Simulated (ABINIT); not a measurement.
Runs of ABINIT 10.8.3 (patched build) on WC (Qusongite). Symmetry: P-6m2, No. 187, hexagonal system. Conventional cell: a = 2.907 Å, b = 2.907 Å, c = 2.837 Å, α = 90.00°, β = 90.00°, γ = 120.00°. W (site symmetry -6m2) has 6 C at 2.20 Å as nearest neighbours. C (site symmetry -6m2) has 6 W at 2.20 Å as nearest neighbours. 

```csv
task,level,potentials or basis,spin,cell,k mesh,cell freedom (optcell),cutoff smearing ecutsm (Ha),optimiser (ionmov),force stop (Ha/bohr),gap on the mesh (eV),pressure (GPa),relaxed volume (Å³/atom)
relaxation of cell and atoms,LDA,JTH PAW LDA v2.0,off,relaxed,10 × 10 × 9,2,0.5,2,5e-05,none,0.0,10.13
single point,PBEsol,JTH PAW PBE v2.0,off,as given,8 × 8 × 7,-,-,-,-,none,-2.7,-
band structure,SOGGA,JTH PAW PBE v2.0,"SOC, no magnetisation",as given,10 × 10 × 9,-,-,-,-,none,(b),-
band structure,LDA,JTH PAW LDA v2.0,off,as given,10 × 10 × 9,-,-,-,-,none,(a),-
relaxation of cell and atoms,revPBE+D3,JTH PAW PBE v2.0,off,relaxed,10 × 10 × 9,2,0.5,2,0.0005,none,0.0,10.40
```

Alike in all rows: cutoff (eV) 544; smearing fermi-dirac 0.05 eV.

Fill in the values left out.

(a) -10.1; (b) -4.5.

Caveats: the PAW data sets were made with another functional, which shifts forces and pressure a little (some runs); spin-orbit coupling is left out, which moves the levels of the heavy elements (some runs); pairwise dispersion overbinds metals, which lowers pressure and volume (some runs).

A k mesh can miss the band edges, and rows without SOC leave out spin-orbit coupling on W.

A gap of «none» marks a metal or a gap under the smearing width.

Runs at the PBE level aren't shown here.
